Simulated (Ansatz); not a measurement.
Base system: CsPbI3 in the cubic perovskite structure (space group Pm-3m, No. 221; a = 6.333 Å).

The values are results of plane-wave PAW DFT at the r2SCAN level (Ansatz, a program for electronic structure, 500 eV), spin-orbit coupling left out, not measurements.

One change was made to it. Results:

The volume per atom shrinks by 10.84 Å³ (50.79 Å³ → 39.95 Å³); the band gap shrinks by 1.075 eV to 0.63 eV.

Task: What was done to the base?
(A) pressure 15 GPa
(B) pressure 7 GPa
(C) pressure −2 GPa
(D) pressure 75 GPa

Result: B, pressure 7 GPa. For comparison, the band gap in the other runs: pressure −2 GPa gives 2.14 eV; pressure 15 GPa gives zero; pressure 75 GPa gives zero.

The mesh was chosen for an insulator and is coarse for the gapless case. Spin-orbit coupling, missing from the scalar runs, can matter with I and Pb. Load acts through the strain it causes; cell and atoms are relaxed under it. Stability against distortions was not tested. No other phases were tried under pressure. All final runs are without spin polarisation. Many cubic perovskites are stable only at high temperature; tilts and polar distortions were not tested. This is not the structure that CsPbI3 has at room temperature and ambient pressure. A zero or small gap of CsPbI3 under pressure 15 GPa and CsPbI3 under pressure 75 GPa can be the functional's error rather than a property of the material.
